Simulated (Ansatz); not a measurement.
## LiF: frozen-core PAW against all-electron methods

```
Li F
1.0
     0.00000    2.03414    2.01400
     2.03414    0.00000    2.01400
     2.03414    2.03414    0.00000
Li F
1 1
Direct
  0.00000 0.00000 0.00000
  0.50000 0.50000 0.50000
```

Atom numbers follow the list: Li1, F2.

The cell comes from COD entry 1010990, which wasn't checked; take it as a given geometry. The listed cell was then made from it by scaling, straining or moving an atom.

Levels of theory: DFT, LDA, PAW with Ansatz's default frozen-core files, scalar-relativistic (Ansatz 0.2.0); DFT, LDA, all-electron PAW with datasets made for the crystal, scalar-relativistic (Ansatz 0.2.0); DFT, LDA, all-electron LAPW, scalar-relativistic (Ansatz 0.2.0).

For PAW: a Γ-centred 10×10×10 k mesh, Fermi–Dirac smearing of 0.03 eV, cutoff 420 eV, no spin polarisation; the PAW files were made with PBE, and the program remakes their frozen cores for this functional. The crystal-made all-electron datasets (AE datasets) take a cutoff of 360 eV at this cell. LAPW targets a basis error of 0.25 meV/atom. The Ansatz runs share mesh, smearing and spin set-up. Plane-wave (PAW) pressures include the program's estimate of the Pulay term.

Stress and pressure are positive in compression.

The change that made this cell: equal xx and yy strain of +1 %.

| quantity | PAW | AE datasets | LAPW |
| --- | --- | --- | --- |
| pressure (GPa) | -7.55 | -7.48 | -7.48 |
| stress xx (GPa) | -7.72 | -7.65 | -7.65 |
| stress zz (GPa) | -7.21 | -7.13 | -7.13 |
| band gap (eV) | 8.659 | 8.637 | 8.637 |

PAW's pressure differs from the LAPW value by -0.07 GPa. Datasets made for the crystal and LAPW share parts of one code, so their agreement isn't an independent check.
